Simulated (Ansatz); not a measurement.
## TiCo$_{3}$: enthalpy against pressure

TiCo$_{3}$, Pm-3m, a = 3.587 Å. The structure is a COD entry; whether it is the stable form wasn't checked. Ansatz: r2SCAN, PAW, 500 eV, Γ-centred 12×12×12 mesh on 4 atoms, Gaussian smearing 0.10 eV; collinear spin, largest moment 1.3 μB. Cell and atoms are relaxed at each pressure, and no other structure is tried, so the rows at high pressure may lie past a change of phase. y is the enthalpy over the state at zero pressure; there V0 = 11.540 Å³/atom. The pressures are the targets, met within 0.07 GPa.

```
P (GPa) y (eV/atom)
   -2.0      -0.1448
    0.0       0.0000
    2.0       0.1433
    5.0       0.3558
   10.0       0.7037
   20.0            ?
   40.0       2.6653
```

**Question.** Fit y = c1 P + c2 P² + c3 P³ to the other rows, say what c1 and c2 mean, and predict the missing value.

**Answer.** Least squares on the rows shown. y = 0.072017 P − 0.00017495 P² + 1.0085×10⁻⁶ P³. Since dH/dP = V, c1 is V0: 0.072017 eV/GPa × 160.2 = 11.537 Å³ against 11.540; c2 = −V0/(2B0) gives B0 = 206 GPa, where a Birch–Murnaghan fit to the volumes of the same runs (not shown) gives 201 GPa. At P = 20.0 the fit asked for gives 1.3784 eV/atom. The run gave 1.3795 eV/atom, so the fit is 0.0011 eV/atom too low, 0.039 % of the span of the series, against an rms of 0.00004 eV/atom on the fitted rows. With a term in P⁴ added, a fit to the same known rows predicts 1.3797 eV/atom, so most of the miss is curvature that the known rows already hold.

The state reached may not be the lowest one.